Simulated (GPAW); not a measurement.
Runs of GPAW 26.7.0 on GaN. It takes space group P6_3mc (No. 186, hexagonal). The conventional cell has a = 3.212 Å, b = 3.212 Å, c = 10.357 Å, α = 90.00°, β = 90.00°, γ = 120.00°. Ga (site symmetry 3m) is surrounded by 4 N at 1.95 to 2.00 Å. Ga (site symmetry 3m) has 3 N at 1.94 Å as nearest neighbours. N (site symmetry 3m) is surrounded by 4 Ga at 1.94 to 2.00 Å. N (site symmetry 3m) has 3 Ga at 1.95 Å as nearest neighbours. The cell is a database's computed one.

| task | level | potentials or basis | cell | k mesh | cutoff (eV) | smearing | optimizer | fmax | max steps | response ecut | response k mesh | mesh quality | gap on the mesh (eV) | pressure (GPa) | relaxed volume (Å³/atom) | largest force (eV/Å) |
| --- | --- | --- | --- | --- | --- | --- | --- | --- | --- | --- | --- | --- | --- | --- | --- | --- |
| relaxation of cell and atoms | SOGGA | PAW data sets generated in the run's folder for this functional, pw | relaxed | 6 × 6 × 2 | 800 | fermi-dirac 0.05 eV | BFGS | 0.02 eV/Å | 40 | - | - | coarse | 1.26 | 0.0 | 11.10 | 0.01 |
| dielectric tensor | PBE | GPAW PAW data sets (gpaw-data 1.2.1), pw | as given | 8 × 8 × 2 | 550 | fermi-dirac 0.001 eV | - | - | - | 80 eV | 10 × 10 × 3 | not flagged | 0.81 | - | - | - |
| relaxation of cell and atoms | revTPSS | GPAW PAW data sets (gpaw-data 1.2.1), pw | relaxed | 6 × 6 × 2 | 800 | fermi-dirac 0.05 eV | BFGS | 0.05 eV/Å | 60 | - | - | coarse | 1.08 | 0.0 | (a) | 0.03 |
| relaxation of cell and atoms | PBE+D4 | GPAW PAW data sets (gpaw-data 1.2.1), pw | relaxed | 6 × 6 × 2 | 800 | fermi-dirac 0.05 eV | LBFGS | 0.01 eV/Å | 100 | - | - | coarse | 1.26 | 0.0 | (b) | - |
| band structure | LDA | JTH PAW 2.0, LDA, pw | as given | 6 × 6 × 2 | 800 | fermi-dirac 0.05 eV | - | - | - | - | - | coarse | 0.81 | -11.1 | - | 0.23 |

Alike in all rows: no spin polarisation.

Q: Fill in the values left out.

A: (a) 11.18; (b) 11.14.

Caveats: the data sets keep Ga 3d, Li 1s and Be 1s frozen, and some such compounds lay over 1.5 % in volume off other programs (some runs); later steps reuse the first step's grids (some runs); the long-wavelength limit can be off by a per cent or two (some runs); an odd mesh through Γ misses points on the zone boundary, where band edges often lie (some runs); the PAW data sets were made with another functional, which shifts forces and pressure a little (some runs); the program truncates these outside data sets (some runs).

A k mesh can miss the band edges, and the runs leave out spin-orbit coupling on Ga.

Not every run made on this cell is shown here.
